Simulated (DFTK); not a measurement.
# Ge (P6_3/mmc) in DFTK: further runs

The runs below take Ge through single point, with PBE.

Program: DFTK 0.8.2. These are calculated values, not measurements. Logs are shortened: lines on timing, memory, paths and dates and some standing lists are left out, and cuts for length are marked.

## Step 1: The undisturbed crystal

Symmetry: P6_3/mmc, No. 194, hexagonal system. The conventional cell has a = 3.998 Å, b = 3.998 Å, c = 6.599 Å, α = 90.00°, β = 90.00°, γ = 120.00°. Around Ge (site symmetry 3m) lie 4 Ge at 2.45 to 2.47 Å.

This isn't the form of Ge at room conditions, which is diamond.

## Step 2: Single point, PBE, 21.92 Å³/atom (strain = -0.04)

run.jl

```julia
using DFTK
using PseudoPotentialData
using Unitful, UnitfulAtomic
using LinearAlgebra, Printf
include("save.jl")
disable_threading()

# lattice vectors are the columns
lattice = austrip(1u"Å") * [  3.9975858431  -1.9987929216            0.0;
                      0.0    3.462010894            0.0;
                      0.0            0.0    6.335402832]
symbols   = [:Ge, :Ge, :Ge, :Ge]
positions = [[0.3333333333, 0.6666666667, 0.93709875],
             [0.6666666667, 0.3333333333, 0.43709875],
             [0.3333333333, 0.6666666667, 0.56290125],
             [0.6666666667, 0.3333333333, 0.06290125]]
pseudopotentials = PseudoFamily("dojo.nc.sr.pbe.v0_4_1.standard.upf")
elements = Dict(s => ElementPsp(s, pseudopotentials) for s in unique(symbols))
atoms    = [elements[s] for s in symbols]

build_model(lattice, positions; symmetries=true) =
    model_DFT(lattice, atoms, positions;
              functionals=PBE(),
              temperature=austrip(0.05u"eV"),
              smearing=Smearing.FermiDirac(),
              symmetries)
Ecut  = 39.0  # hartree
kgrid = [6, 6, 3]
tol   = 1e-6
to_GPa = ustrip(uconvert(u"GPa", 1u"hartree/bohr^3"))

model = build_model(lattice, positions)
basis = PlaneWaveBasis(model; Ecut, kgrid)
display(basis)
scfres = self_consistent_field(basis;
                               tol,
                               nbandsalg=AdaptiveBands(model; n_bands_converge=35))
display(scfres.energies)
@printf "Fermi level: %.6f eV\n" ustrip(auconvert(u"eV", something(scfres.εF, NaN)))
forces = compute_forces_cart(scfres)
println("Forces (eV/Å)")
for (s, f) in zip(symbols, forces)
    @printf "%-3s %12.6f %12.6f %12.6f\n" s ustrip.(auconvert.(u"eV/Å", f))...
end
stress = compute_stresses_cart(scfres)
println("Stress (GPa)")
display(round.(stress * to_GPa; digits=4))
println("Levels at the first k-point (eV): ", round.(ustrip.(auconvert.(u"eV", scfres.eigenvalues[1][1:scfres.n_bands_converge])); digits=4))
save_scf!(scfres; forces, stress)
```

Potentials or basis: dojo.nc.sr.pbe.v0_4_1.standard.upf (PBE).

On the command line:

```bash
$ julia --threads=1 run.jl  # save.jl only writes the numbers to a file and isn't shown; printed stress counts tension as positive; times include loading and compiling
```

The program printed:

```text
PlaneWaveBasis discretization:

    Ecut                 : 39.0 Ha
    fft_size             : (48, 48, 72), 165888 total points
    kgrid                : MonkhorstPack([6, 6, 3])
    num.   red. kpoints  : 108
    num. irred. kpoints  : 14

    Discretized Model(gga_x_pbe+gga_c_pbe, 3D):
        lattice (in Bohr)    : [7.55434   , -3.77717  , 0         ]
                               [0         , 6.54225   , 0         ]
                               [0         , 0         , 11.9722   ]
        unit cell volume     : 591.69 Bohr³

        atoms                : Ge₄
        pseudopot. family    : PseudoFamily("dojo.nc.sr.pbe.v0_4_1.standard.upf")

        num. electrons       : 56
        spin polarization    : none
        temperature          : 0.0018375 Ha
        smearing             : DFTK.Smearing.FermiDirac()

        terms                : Kinetic()
                               AtomicLocal()
                               AtomicNonlocal()
                               Ewald(nothing)
                               PspCorrection()
                               Hartree()
                               Xc(gga_x_pbe, gga_c_pbe)
                               Entropy()
n     Energy            log10(ΔE)   log10(Δρ)   Diag   Δtime
---   ---------------   ---------   ---------   ----   ------
  1   -357.2677099789                   -0.83    7.4    16.3s
  2   -357.2723669164       -2.33       -1.31    1.0    5.10s
  3   -357.2733301004       -3.02       -1.67    2.4    7.67s
  4   -357.2733980470       -4.17       -1.89    1.0    4.85s
  5   -357.2734230100       -4.60       -2.36    1.1    5.54s
  6   -357.2734275572       -5.34       -2.65    2.4    5.50s
  7   -357.2734289146       -5.87       -3.90    1.3    5.63s
  8   -357.2734290855       -6.77       -3.82    4.7    9.30s
  9   -357.2734290805   +   -8.30       -3.65    2.1    7.51s
 10   -357.2734290909       -7.98       -4.86    1.0    4.79s
 11   -357.2734290914       -9.27       -5.19    2.5    7.71s
 12   -357.2734290914   +  -11.21       -5.02    1.7    6.66s
 13   -357.2734290914      -10.62       -5.96    1.1    4.90s
 14   -357.2734290914      -11.59       -6.56    3.2    7.78s
Energy breakdown (in Ha):
    Kinetic             268.2020766
    AtomicLocal         -272.0443979
    AtomicNonlocal      -188.3940229
    Ewald               -199.2216433
    PspCorrection       11.7022529
    Hartree             109.8381105
    Xc                  -87.3557265
    Entropy             -0.0000784

    total               -357.273429091427
Fermi level: 4.430816 eV
Forces (eV/Å)
Ge      0.000002     0.000001     0.525980
Ge     -0.000000     0.000003     0.525980
Ge      0.000002     0.000001    -0.525980
Ge     -0.000000     0.000003    -0.525980
Stress (GPa)
3×3 StaticArraysCore.SMatrix{3, 3, Float64, 9} with indices SOneTo(3)×SOneTo(3):
 -3.8441   0.0      -0.0
  0.0     -3.8441    0.0
  0.0      0.0     -12.0461
Levels at the first k-point (eV): [-20.6157, -20.6113, -20.6113, -20.5925, -20.5588, -20.5588, -20.5544, -20.5544, -20.4797, -20.4797, -20.3711, -20.3711, -20.3373, -20.3373, -20.3252, -20.298, -20.298, -20.2962, -20.2718, -20.2718, -8.7052, -6.2675, -3.5434, 2.6267, 2.6267, 4.0319, 4.2452, 4.5388, 4.5388, 4.8439, 6.414, 6.414, 7.6478, 9.0394, 9.0394]
```

Wall time 2.5 min (1 thread of Intel Xeon 6975P-C (Granite Rapids), shared host); peak memory 2.1 GiB.

Results:

```yaml
Free_energy: -9721.9053 eV
Pressure: 6.6 GPa
Largest_force: 0.526 eV/Å
Band_gap_on_the_k_mesh: none (metal or under the smearing width)
```

## Step 3: Single point, PBE, 22.38 Å³/atom (strain = -0.02)

Edit run.jl of step 2 so:

```diff
@@ -10,3 +10,3 @@
                       0.0    3.462010894            0.0;
-                      0.0            0.0    6.335402832]
+                      0.0            0.0    6.467390391]
 symbols   = [:Ge, :Ge, :Ge, :Ge]
```

Potentials or basis: dojo.nc.sr.pbe.v0_4_1.standard.upf (PBE).

On the command line:

```bash
$ julia --threads=1 run.jl  # save.jl only writes the numbers to a file and isn't shown; printed stress counts tension as positive; times include loading and compiling
```

Run time: 2.3 min. Hardware: 1 thread of Intel Xeon 6975P-C (Granite Rapids), shared host; peak memory 2.1 GiB.

The run converged. Its results:

```yaml
Free_energy: -9722.0125 eV
Pressure: 4.6 GPa
Largest_force: 0.218 eV/Å
Band_gap_on_the_k_mesh: none (metal or under the smearing width)
```
